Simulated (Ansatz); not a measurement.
Method: DFT r2SCAN, scalar-relativistic, plane waves, PAW in Ansatz 0.2.0. All cells share a 500 eV cutoff and Γ-centred k meshes spaced at most 0.3 Å⁻¹ (0.19 for metals, 2π included).

These are static lattice energies at zero pressure. Only the structures computed here compete, so a lower one can exist. The k mesh leaves about 4 meV/atom of noise in metals. Spin–orbit coupling is left out. No run is spin-polarised.

Which of these relaxed structures of PbSe is the lowest in energy?
A.

```xyz
2
Lattice="3.7670 0.0000 0.0000 0.0000 3.7670 0.0000 0.0000 0.0000 3.7670" Properties=species:S:1:pos:R:3 pbc="T T T"
Pb    1.8835    1.8835    1.8835
Se    0.0000    0.0000    0.0000
```

B.

```xyz
4
Lattice="2.1569 -6.1277 0.0000 2.1569 6.1277 0.0000 0.0000 0.0000 4.4488" Properties=species:S:1:pos:R:3 pbc="T T T"
Pb    2.1569   -1.6123    3.3366
Pb    2.1569    1.6123    1.1122
Se    2.1569   -4.4222    3.3366
Se    2.1569    4.4222    1.1122
```

C.

```xyz
2
Lattice="0.0000 3.0880 3.0880 3.0880 0.0000 3.0880 3.0880 3.0880 0.0000" Properties=species:S:1:pos:R:3 pbc="T T T"
Pb    0.0000    0.0000    0.0000
Se    3.0880    3.0880    3.0880
```

C. The Fm-3m (No. 225) one; the nearest of the others lies 37 meV/atom higher.